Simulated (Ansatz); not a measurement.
Random displacements in AlN

These are results of Ansatz, DFT PBE, scalar-relativistic, plane waves, PAW, not measurements. Cutoff 420 eV, Γ-centred 6×6×6 k-points, Gaussian smearing of 0.05 eV. No spin polarisation. Energies are free energies at this smearing, counted from the undisturbed cell; pressure is positive in compression.

The undisturbed cell (as given, not relaxed at this level; this form isn't the usual structure):

```yaml
crystal:
  lattice:
    - [4.36799, 0.00000, 0.00000]
    - [0.00000, -4.36799, 0.00000]
    - [0.00000, 0.00000, -4.36799]
  atoms:
    - { symbol: Al, position: [0.00000, 0.50000, 0.50000] }
    - { symbol: Al, position: [0.50000, 0.00000, 0.50000] }
    - { symbol: Al, position: [0.50000, 0.50000, 0.00000] }
    - { symbol: Al, position: [0.00000, 0.00000, 0.00000] }
    - { symbol: N, position: [0.75000, 0.75000, 0.75000] }
    - { symbol: N, position: [0.25000, 0.25000, 0.75000] }
    - { symbol: N, position: [0.25000, 0.75000, 0.25000] }
    - { symbol: N, position: [0.75000, 0.25000, 0.25000] }
```

After a displacement of all atoms with no net shift, the run gives ΔE = 71.7 meV/atom; stress (xx, yy, zz, yz, xz, xy; compression positive) (6.98, 6.61, 7.04, 1.79, -0.13, -1.82) GPa; gap on the mesh 2.64 eV.

| atom | Fx (eV/Å) | Fy | Fz |
| --- | --- | --- | --- |
| Al1 | -0.096 | -1.687 | -1.315 |
| Al2 | 2.017 | 1.375 | -0.114 |
| Al3 | -0.781 | -1.196 | -0.496 |
| Al4 | -0.191 | 1.028 | -0.044 |
| N5 | 1.431 | 0.292 | 0.920 |
| N6 | -1.344 | -1.737 | -0.836 |
| N7 | -1.366 | 1.834 | 2.138 |
| N8 | 0.330 | 0.091 | -0.252 |

Task: Which displacements (Å, in the unstrained cell) and strain were applied?

Result:
```
atom ux uy uz
 Al1   0.01   0.06   0.06
 Al2  -0.04  -0.07   0.00
 Al3   0.03   0.04   0.03
 Al4   0.01   0.00   0.00
  N5  -0.07  -0.02  -0.04
  N6   0.03   0.05   0.02
  N7   0.05  -0.07  -0.10
  N8  -0.01   0.00   0.03
```
The cell is not strained.

Cost: 1 run of about 0.23 core-minutes, on Arm Neoverse V2 (shared hosts).